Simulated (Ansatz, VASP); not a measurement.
## One calculation of GaN, two programs

The input INCAR:

```
AGGAC = 1.0
AGGAX = 1.0
ALDAC = 0.0
ALDAX = 1.0
ALGO = Normal
EDIFF = 1E-6
EDIFFG = -0.005
ENCUT = 600
GGA = B5
IBRION = 2
ISIF = 3
ISMEAR = -1
LASPH = T
LCHARG = F
LREAL = F
LWAVE = F
NELM = 80
NSW = 80
PREC = Accurate
SIGMA = 0.05
```

Contents of KPOINTS:

```
k-points
0
Gamma
  10 10 10
```

The input POSCAR:

```
GaN
1.0
    0.0000000000      2.2535006075      2.2535006075
    2.2535006075      0.0000000000      2.2535006075
    2.2535006075      2.2535006075      0.0000000000
Ga N
1 1
Direct
    0.0000000000      0.0000000000      0.0000000000
    0.2500000000      0.2500000000      0.2500000000
```

File input.yaml:

```yaml
crystal:
  lattice:
    - [0.0, 2.2535006075, 2.2535006075]
    - [2.2535006075, 0.0, 2.2535006075]
    - [2.2535006075, 2.2535006075, 0.0]
  atoms:
    - { symbol: Ga, position: [0.0, 0.0, 0.0] }
    - { symbol: "N", position: [0.25, 0.25, 0.25] }
kpoints:
  mp_grid: { grid: [10, 10, 10] }
scf:
  occupations: { method: fermi_dirac, width: 0.05 }
hamiltonian:
  xc: blyp
  pseudopotentials: { kind: all_electron, lapw: { basis_error: 0.001 } }
output:
  forces: true
  stress: true
relax:
  f_tol: 0.005
  max_steps: 60
  cell: {}
```

The cell is a database's computed one.

Alike in both runs: task relaxation of cell and atoms; functional BLYP; k mesh 10 × 10 × 10; occupations fermi-dirac, width 0.05 eV; no spin polarisation.

|  | VASP | Ansatz |
| --- | --- | --- |
| version | VASP 6.6.1 | Ansatz 0.2.0 |
| potentials or method | VASP PAW PBE potentials, release 64 (Ga_d, N) | all-electron LAPW, scalar-relativistic |
| plane-wave cutoff (eV) | 600 | see its input |

|  | VASP | Ansatz | Ansatz less VASP |
| --- | --- | --- | --- |
| relaxed volume (Å³/atom) | 12.22 | 12.17 | -0.051 |
| relaxed cell length with the largest relative difference (Å) | 3.257 | 3.253 | -0.0046 |
| energy change over the relaxation (meV/atom) | -27 | -23 | +3.7 |

Ansatz ran all-electron here, so the differences hold the error of VASP's frozen core and of both bases.

Caveats: the PAW data sets were made with another functional, which shifts forces and pressure a little (VASP).
